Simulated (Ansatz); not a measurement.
# Cl: relaxation of cell and atoms

Method: DFT, PBE, PAW with Ansatz's default frozen-core files, scalar-relativistic in Ansatz 0.2.0.

Command: `ansatz run input.yaml --threads 1 --pin off --max-ram 2048MiB --backend cpu --events-out ev --progress --plain --runs-dir out` The run took 44 s on 1 thread of Intel(R) Xeon(R) Platinum 8259CL CPU @ 2.50GHz (Skylake/Cascade Lake) (shared host).

```yaml
crystal:
  lattice:
    - [0.0, 2.2322827293, 2.2322827293]
    - [2.2322827293, 0.0, 2.2322827293]
    - [2.2322827293, 2.2322827293, 0.0]
  atoms:
    - { symbol: Cl, position: [0.0, 0.0, 0.0] }
    - { symbol: Cl, position: [0.25, 0.25, 0.25] }
kpoints:
  mp_grid: { grid: [14, 14, 14] }
scf:
  occupations: { method: fermi_dirac, width: 0.08 }
hamiltonian:
  xc: pbe
  pseudopotentials: { kind: paw }
output:
  forces: true
  stress: true
  write_density: true
  write_potential: true
  elf: true
  volumetric_format: npy
relax:
  f_tol: 0.005
  max_steps: 80
  cell: {}
```

The cell is built from the diamond type as a first guess.

The cutoff is 420 eV; energies and pressures of the walk include the program's estimate of the Pulay term.

Each frame lists the cell vectors (Å), then Cartesian positions (Å); symmetry keeps all forces zero. Free energies count from the first step, -2147.0897 eV.

The walk took 14 evaluations in all; steps that aren't listed are left out.

Step 1: E = 0.0 meV, P = 162.99 GPa

```
cell 0.0000 2.2323 2.2323 2.2323 0.0000 2.2323 2.2323 2.2323 0.0000
Cl    0.0000    0.0000    0.0000
Cl    1.1161    1.1161    1.1161
```

Step 2: E = -2937.4 meV, P = 115.92 GPa

```
cell 0.0000 2.3411 2.3411 2.3411 0.0000 2.3411 2.3411 2.3411 0.0000
Cl    0.0000    0.0000    0.0000
Cl    1.1706    1.1706    1.1706
```

Step 3: E = -5268.4 meV, P = 80.61 GPa

```
cell 0.0000 2.4527 2.4527 2.4527 0.0000 2.4527 2.4527 2.4527 0.0000
Cl    0.0000    0.0000    0.0000
Cl    1.2263    1.2263    1.2263
```

Step 4: E = -6980.9 meV, P = 54.66 GPa

```
cell 0.0000 2.5615 2.5615 2.5615 0.0000 2.5615 2.5615 2.5615 0.0000
Cl    0.0000    0.0000    0.0000
Cl    1.2808    1.2808    1.2808
```

Step 5: E = -8217.1 meV, P = 35.26 GPa

```
cell 0.0000 2.6703 2.6703 2.6703 0.0000 2.6703 2.6703 2.6703 0.0000
Cl    0.0000    0.0000    0.0000
Cl    1.3352    1.3352    1.3352
```

Step 6: E = -9073.0 meV, P = 20.85 GPa

```
cell 0.0000 2.7819 2.7819 2.7819 0.0000 2.7819 2.7819 2.7819 0.0000
Cl    0.0000    0.0000    0.0000
Cl    1.3910    1.3910    1.3910
```

Step 7: E = -9589.5 meV, P = 10.55 GPa

```
cell 0.0000 2.8936 2.8936 2.8936 0.0000 2.8936 2.8936 2.8936 0.0000
Cl    0.0000    0.0000    0.0000
Cl    1.4468    1.4468    1.4468
```

Step 8: E = -9828.5 meV, P = 3.10 GPa

```
cell 0.0000 3.0052 3.0052 3.0052 0.0000 3.0052 3.0052 3.0052 0.0000
Cl    0.0000    0.0000    0.0000
Cl    1.5026    1.5026    1.5026
```

Step 9: E = -9858.7 meV, P = 0.02 GPa

```
cell 0.0000 3.0636 3.0636 3.0636 0.0000 3.0636 3.0636 3.0636 0.0000
Cl    0.0000    0.0000    0.0000
Cl    1.5318    1.5318    1.5318
```

Step 10: E = -10166.5 meV, P = 4.29 GPa (the cell of the step before, solved again on a basis chosen afresh, hence the jump)

Step 11: E = -10261.2 meV, P = 1.59 GPa

```
cell 0.0000 3.1557 3.1557 3.1557 0.0000 3.1557 3.1557 3.1557 0.0000
Cl    0.0000    0.0000    0.0000
Cl    1.5778    1.5778    1.5778
```

Step 12: E = -10283.6 meV, P = 0.10 GPa

```
cell 0.0000 3.2295 3.2295 3.2295 0.0000 3.2295 3.2295 3.2295 0.0000
Cl    0.0000    0.0000    0.0000
Cl    1.6148    1.6148    1.6148
```

**Question.** How does the relaxation end?

**Answer.** It converges, with a = 6.472 Å, b = 6.472 Å, c = 6.472 Å, α = 90.00°, β = 90.00°, γ = 90.00° (conventional cell, space group Fd-3m). The last solve (on a basis chosen afresh for the final cell, so its energy is not quite comparable) gives E = -10284.1 meV, P = 0.01 GPa:
```
cell 0.0000 3.2359 3.2359 3.2359 0.0000 3.2359 3.2359 3.2359 0.0000
Cl    0.0000    0.0000    0.0000
Cl    1.6179    1.6179    1.6179
```
